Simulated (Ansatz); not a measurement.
Isomers of C4H6O, relaxed with PBE0-D4/def2-TZVP in Ansatz; electronic energies, one conformer each and not always the lowest. Functionals use def2-TZVPP; CBS adds triple-zeta CCSD(T) − MP2 to the MP2 limit of def2-TZVPP and def2-QZVPP.

Q: Order them by energy at frozen-core CCSD(T)/CBS, lowest first. (Estimate.)
A. `CC#COC`
B. `C=CC(C)=O`
C. `C#CCOC`
D. `C/C=C/C=O`
E. `C=C=COC`
F. `CC1(O)C=C1`

A: B (0.0 kcal/mol), D (2.1 kcal/mol), E (39.4 kcal/mol), F (42.6 kcal/mol), C (43.9 kcal/mol), A (45.2 kcal/mol).

Q: How do B3LYP, PBE-D4, MP2/CBS(def2), ωB97M-V place them (kcal/mol, against `C=CC(C)=O`)? (An estimate is asked.)

A: Computed: 
| isomer | B3LYP | PBE-D4 | MP2/CBS(def2) | ωB97M-V |
| --- | --- | --- | --- | --- |
| `C=C=COC` | 36.9 | 36.5 | 40.6 | 38.5 |
| `CC1(O)C=C1` | 46.4 | 41.9 | 39.5 | 42.2 |
| `C/C=C/C=O` | 0.4 | 0.4 | 1.6 | 1.9 |
| `CC#COC` | 43.4 | 44.7 | 43.2 | 44.6 |
| `C#CCOC` | 45.0 | 47.4 | 42.4 | 44.8 |

B3LYP here is the variant with VWN-RPA as its local correlation; programs differ in this.
